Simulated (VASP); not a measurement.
# Al (Fm-3m) in VASP: further runs

The runs below take Al through single point, with PBE.

Everything below comes from runs of VASP 6.6.1. Logs are shortened: lines on timing, memory, paths and dates and some standing lists are left out, and cuts for length are marked.

## (1) The undisturbed crystal

Symmetry: Fm-3m, No. 225, cubic system. Conventional cell: a = 4.050 Å, b = 4.050 Å, c = 4.050 Å, α = 90.00°, β = 90.00°, γ = 90.00°. Al (site symmetry m-3m) is surrounded by 12 Al at 2.86 Å.

## (2) Single point, PBE (grid = ENCUT=520 dk=0.35 cell=2x2x2 ISMEAR=1 SIGMA=0.1 LREAL=Auto EDIFF=1e-06)

Input file INCAR:

```
SYSTEM = Al
PREC     = Accurate       ! precision mode
ENCUT    = 520            ! plane-wave cutoff, eV
EDIFF    = 1E-6           ! SCF threshold, eV
ISMEAR   = 1              ! smearing method
SIGMA    = 0.1            ! smearing width, eV
LREAL    = Auto         
LASPH    = .True.         ! aspherical terms in the spheres
NELM     = 120            ! most SCF steps
ALGO     = Fast           ! electronic algorithm
ISIF     = 2              ! what is computed and relaxed
LWAVE    = .False.        ! write WAVECAR
LCHARG   = .False.        ! write CHGCAR
GGA      = PE             ! functional
NBANDS   = 18             ! bands
```

Input file KPOINTS:

```
regular mesh
0
Gamma
  4 4 4
  0 0 0
```

Input file POSCAR:

```
Al
1.0
    0.0000000000      4.0496100000      4.0496100000
    4.0496100000      0.0000000000      4.0496100000
    4.0496100000      4.0496100000      0.0000000000
Al
7
Direct
    0.0000000000      0.0000000000      0.5000000000
    0.0000000000      0.5000000000      0.0000000000
    0.0000000000      0.5000000000      0.5000000000
    0.5000000000      0.0000000000      0.0000000000
    0.5000000000      0.0000000000      0.5000000000
    0.5000000000      0.5000000000      0.0000000000
    0.5000000000      0.5000000000      0.5000000000
```

Potentials or basis: VASP PAW PBE potentials, release 64 (Al).

On the command line:

```sh
> cat potpaw_PBE.64/Al/POTCAR > POTCAR
> mpirun -np 1 vasp_std > vasp.out
```

OUTCAR:

```text
SYSTEM = Al
   PREC = Accurate
   ENCUT = 520
   EDIFF = 1E-6
   ISMEAR = 1
   LREAL = Auto
   LASPH = .True.
   NELM = 120
   ISIF = 2
   GGA = PE

 Found      8 irreducible k-points:

 Following reciprocal coordinates:
            Coordinates               Weight
  0.000000  0.000000  0.000000      1.000000
  0.250000  0.000000  0.000000      8.000000
  0.500000  0.000000  0.000000      4.000000
  0.250000  0.250000  0.000000      6.000000
  0.500000  0.250000  0.000000     24.000000
 -0.250000  0.250000  0.000000     12.000000
   k-points           NKPTS =      8   k-points in BZ     NKDIM =      8   number of bands    NBANDS=     18
   number of dos      NEDOS =    301   number of ions     NIONS =      7
   total plane-waves  NPLWV = 110592
   dimension x,y,z NGX =    48 NGY =   48 NGZ =   48
   dimension x,y,z NGXF=    96 NGYF=   96 NGZF=   96
   ions per type =               7
   NGX,Y,Z   is equivalent  to a cutoff of  13.93, 13.93, 13.93 a.u.
   NGXF,Y,Z  is equivalent  to a cutoff of  27.87, 27.87, 27.87 a.u.
 SYSTEM =  Al
   PREC   = accura    normal or accurate (medium, high low for compatibility)
   ISTART =      0    job   : 0-new  1-cont  2-samecut
   ICHARG =      2    charge: 1-file 2-atom 10-const
   ISPIN  =      1    spin polarized calculation?
   LNONCOLLINEAR =      F non collinear calculations
   LSORBIT =      F    spin-orbit coupling
   LASPH  =      T    aspherical Exc in radial PAW
   ENCUT  =  520.0 eV  38.22 Ry    6.18 a.u.  10.65 10.65 10.65*2*pi/ulx,y,z
   NELM   =    120;   NELMIN=  2; NELMDL= -5     # of ELM steps
   EDIFF  = 0.1E-05   stopping-criterion for ELM
   LREAL  =      T    real-space projection
   EDIFFG = 0.1E-04   stopping-criterion for IOM
   NSW    =      0    number of steps for IOM
[... 5 lines left out ...]
   TEBEG  =    0.0;   TEEND  =   0.0 temperature during run
   PSTRESS=    0.0 pullay stress
   NELECT =      21.0000    total number of electrons
   NUPDOWN=      -1.0000    fix difference up-down
   EMIN   =  10.00;   EMAX   =-10.00  energy-range for DOS
   EFERMI =   0.00;   METHOD = LEGACY
   ISMEAR =     1;   SIGMA  =   0.10  broadening in eV -4-tet -1-fermi 0-gaus
   EFERMI_NEDOS =   21; number of points for ismear=-14 and -15
   IALGO  =     68    algorithm
   IMIX   =      4    mixing-type and parameters
     AMIX     =   0.40;   BMIX     =  1.00
     AMIX_MAG =   1.60;   BMIX_MAG =  1.00
  volume/ion in A,a.u.               =      18.97       128.05
  Fermi-wavevector in a.u.,A,eV,Ry     =   0.885234  1.672850 10.662058  0.783639
  Thomas-Fermi vector in A             =   2.006240
   LORBIT       =      0    0 simple, 1 ext, 2 COOP (PROOUT), +10 PAW based schemes
   GGA     = PE    functional components
   LHFCALC =     F    Hartree Fock is set to
   AEXX    =    0.0000 exact exchange contribution
   IVDW    =     0    specifies the selected vdW correction
   LEPSILON=     F    determine dielectric tensor
   LRPA    =     F    only Hartree local field effects (RPA)
 non-spin polarized calculation
 RMM-DIIS sequential band-by-band and
 Methfessel and Paxton  Order N= 1 SIGMA  =   0.10
  energy-cutoff  :      520.00
  volume of cell :      132.82
 maximum number of plane-waves:      3600
 NGX is ok and might be reduce to    48
   NGX = 21   NGY = 21   NGZ = 21

 number of electron      21.0000000 magnetization

 Free energy of the ion-electron system (eV)
  ---------------------------------------------------
  ext. energy  EPLUGINS =         0.00000000
  ---------------------------------------------------
  free energy    TOTEN  =       -25.28265509 eV

  energy without entropy =      -25.28531824  energy(sigma->0) =      -25.28354281

 E-fermi :   6.4296     XC(G=0):  -9.5879

 val. band max:        6.3434483019   @ k =   0.5000   0.2500   0.0000
 cond. band min:       6.4587880710   @ k =   0.5000   0.0000   0.0000
 fundamental gap:      0.1153397691
 Fermi energy:         6.4295974846

 k-point     1 :       0.0000    0.0000    0.0000
  band No.  band energies     occupation
      1      -3.9158      2.00000
      2       2.0714      2.00000
      3       2.5167      2.00000
      4       2.5167      2.00000
      5       2.5167      2.00000
      6       2.5685      2.00000
[... 10 lines left out ...]
     17      12.5078      0.00000
     18      12.6005      0.00000

 k-point     2 :       0.2500    0.0000    0.0000
  band No.  band energies     occupation
      1      -3.5138      2.00000
      2      -0.2019      2.00000
      3       1.8389      2.00000
      4       1.8534      2.00000
      5       1.8534      2.00000
      6       3.0856      2.00000
[... 10 lines left out ...]
     17       9.5297      0.00000
     18       9.9377      0.00000

 k-point     3 :       0.5000    0.0000    0.0000
  band No.  band energies     occupation
      1      -2.5848      2.00000
      2      -1.9078      2.00000
      3       1.6010      2.00000
      4       1.6982      2.00000
      5       1.6982      2.00000
      6       2.6276      2.00000
[... 10 lines left out ...]
     17      10.7914      0.00000
     18      10.8012      0.00000

 k-point     4 :       0.2500    0.2500    0.0000
  band No.  band energies     occupation
      1      -3.3778      2.00000
      2       0.5817      2.00000
      3       0.6549      2.00000
      4       1.0221      2.00000
      5       1.0221      2.00000
      6       2.6659      2.00000
[... 10 lines left out ...]
     17      10.2360      0.00000
     18      10.6059      0.00000

 k-point     5 :       0.5000    0.2500    0.0000
  band No.  band energies     occupation
      1      -2.4850      2.00000
      2      -1.2891      2.00000
      3      -0.2587      2.00000
      4       0.8821      2.00000
      5       1.4272      2.00000
      6       3.4904      2.00000
[... 10 lines left out ...]
     17      10.3041      0.00000
     18      10.6008      0.00000

 k-point     6 :      -0.2500    0.2500    0.0000
  band No.  band energies     occupation
      1      -2.8599      2.00000
      2      -0.7981      2.00000
      3      -0.3942      2.00000
      4       1.4892      2.00000
      5       1.9933      2.00000
      6       3.3772      2.00000
[... 10 lines left out ...]
     17      10.0462      0.00000
     18      11.0099      0.00000

 [... further k-points ...]

------------------------ aborting loop because EDIFF is reached ----------------------------------------

  FORCE on cell =-STRESS in cart. coord.  units (eV):
  Direction    XX          YY          ZZ          XY          YZ          ZX
  --------------------------------------------------------------------------------------
  -------------------------------------------------------------------------------------
  Total       -2.3257744     -2.3257744     -2.3257744      0.0000000     -0.0000000      0.0000000
  in kB      -28.0548903    -28.0548903    -28.0548903      0.0000000     -0.0000000      0.0000000
  external PRESSURE =     -28.0548903 kB  Pullay stress =       0.0000000 kB

 VOLUME and BASIS-vectors are now :
 -----------------------------------------------------------------------------
  energy-cutoff  :      520.00
  volume of cell :      132.82
      direct lattice vectors                 reciprocal lattice vectors
     0.000000000  4.049610000  4.049610000    -0.123468680  0.123468680  0.123468680
     4.049610000  0.000000000  4.049610000     0.123468680 -0.123468680  0.123468680
     4.049610000  4.049610000  0.000000000     0.123468680  0.123468680 -0.123468680

 POSITION                                       TOTAL-FORCE (eV/Angst)
 -----------------------------------------------------------------------------------
      2.02481      2.02481      0.00000         0.000000      0.000000      0.000000
      2.02481      0.00000      2.02481         0.000000      0.000000     -0.000000
      4.04961      2.02481      2.02481        -0.000000      0.000000     -0.000000
      0.00000      2.02481      2.02481        -0.000000      0.000000     -0.000000
      2.02481      4.04961      2.02481         0.000000      0.000000      0.000000
      2.02481      2.02481      4.04961         0.000000     -0.000000     -0.000000
      4.04961      4.04961      4.04961        -0.000000     -0.000000     -0.000000
 -----------------------------------------------------------------------------------
    total drift:                               -0.000000      0.000000      0.000000

  FREE ENERGIE OF THE ION-ELECTRON SYSTEM (eV)
  ---------------------------------------------------
  free  energy   TOTEN  =       -25.2826550927 eV

  energy  without entropy=      -25.2853182417  energy(sigma->0) =      -25.28354281
```

Run time: 18 s. Hardware: 1 thread of Intel Xeon 6975P-C (Granite Rapids), shared host; peak memory 0.29 GiB.

These settings aren't checked as converged: the numbers below hold their error.

What came out:

| Item | Value |
| --- | --- |
| Free energy | -25.2827 eV |
| Pressure | -2.8 GPa |
| Band gap on the k mesh | none (metal or under the smearing width) |

## (3) Single point, PBE (grid = ENCUT=400 dk=0.27 cell=2x2x2 ISMEAR=1 SIGMA=0.1 LREAL=Auto EDIFF=1e-06)

Edit INCAR of step 2 so:

```diff
@@ -2,3 +2,3 @@
 PREC     = Accurate       ! precision mode
-ENCUT    = 520            ! plane-wave cutoff, eV
+ENCUT    = 400            ! plane-wave cutoff, eV
 EDIFF    = 1E-6           ! SCF threshold, eV
```

Input file KPOINTS:

```
regular mesh
0
Gamma
  5 5 5
  0 0 0
```

POSCAR is that of step 2.

Potentials or basis: VASP PAW PBE potentials, release 64 (Al).

On the command line:

```sh
> cat potpaw_PBE.64/Al/POTCAR > POTCAR
> mpirun -np 1 vasp_std > vasp.out
```

Wall time 13 s (1 thread of Intel Xeon 6975P-C (Granite Rapids), shared host); peak memory 0.21 GiB.

These settings aren't checked as converged: the numbers below hold their error.

Results:

- Free energy: -25.5343 eV
- Pressure: -2.7 GPa
- Band gap on the k mesh: none (metal or under the smearing width)
